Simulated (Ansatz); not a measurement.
Reactions of methane.

Gas-phase electronic energies from Ansatz, PBE0-D4/def2-TZVP geometries. CCSD(T)/CBS is the MP2 limit (def2-TZVPP, def2-QZVPP) plus CCSD(T) − MP2 in def2-TZVPP, frozen cores. Small cases extrapolate CCSD(T) itself. DFT in def2-TZVPP. B3LYP here is the variant with VWN-RPA as its local correlation; programs differ in this. No spin–orbit coupling; open shells (•) take unrestricted orbitals. Spin–orbit coupling would lower the free atoms: a little for C.

| reaction | CCSD(T)/CBS(def2) (kJ/mol) |
| --- | --- |
| CH₄ + `[SiH3]`• → `[CH3]`• + SiH₄ | 66 |
| CH₄ → C• + 4 H• | 1756 |
| CH₄ → `[CH3]`• + H• | ? |
| CH₄ + `[OH]`• → `[CH3]`• + H₂O | ? |
| CH₄ + `F[C](F)F`• → `[CH3]`• + trifluoromethane | -7 |
| CH₄ → `[CH2]` (triplet) + H₂ | 502 |

**Question.** Fill in the missing values. (Best estimate.)

**Answer.** The calculation gave: CH₄ → `[CH3]`• + H•: +470.9 kJ/mol; CH₄ + `[OH]`• → `[CH3]`• + H₂O: -56.4 kJ/mol.

Largest T1 diagnostic: 0.015, for `[SiH3]`•.

Extrapolated directly: CH₄ + `[SiH3]`• → `[CH3]`• + SiH₄; CH₄ → C• + 4 H•; CH₄ → `[CH3]`• + H•; CH₄ + `[OH]`• → `[CH3]`• + H₂O; CH₄ → `[CH2]` (triplet) + H₂.
